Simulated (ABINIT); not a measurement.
## InP in ABINIT: the effect of potentials

The system is InP.

```
In P
1.0
     0.00000    2.93050    2.93050
     2.93050    0.00000    2.93050
     2.93050    2.93050    0.00000
In P
1 1
Direct
  0.00000 0.00000 0.00000
  0.75000 0.75000 0.75000
```

Alike in all runs:

| Property | Result |
| --- | --- |
| Program | ABINIT 10.8.3 (patched build) |
| Task | single point |
| Functional | r2SCAN |
| k mesh | 8 × 8 × 8 |
| Occupations | fermi-dirac, width 0.05 eV |
| Spin | no spin polarisation |

```tsv
potentials	cutoff	gap on the mesh (eV)	pressure (GPa)
Ansatz PAW PBE default generated set, frozen core	490 eV	1.15	1.6
JTH PAW PBE v2.0	707 eV	1.13	1.4
Ansatz NC r2SCAN	1469 eV	1.16	1.6
SG15 NC PBE v1.2	1143 eV	0.76	0.3
PseudoDojo NC SR PBE v0.4.1 standard	1143 eV	?	?
```

Q: What does the run with potentials PseudoDojo NC SR PBE v0.4.1 standard give?

A: gap on the mesh 0.80 eV; pressure 0.9 GPa.

Caveats: spin-orbit coupling is left out, which moves the levels of the heavy elements; the PAW data sets were made with another functional, which shifts forces and pressure a little (some runs); the potentials were made for another functional, which shifts forces and pressure (some runs); the atomic spheres overlap (some runs); a meta-GGA on potentials with a model core is unreliable (some runs).

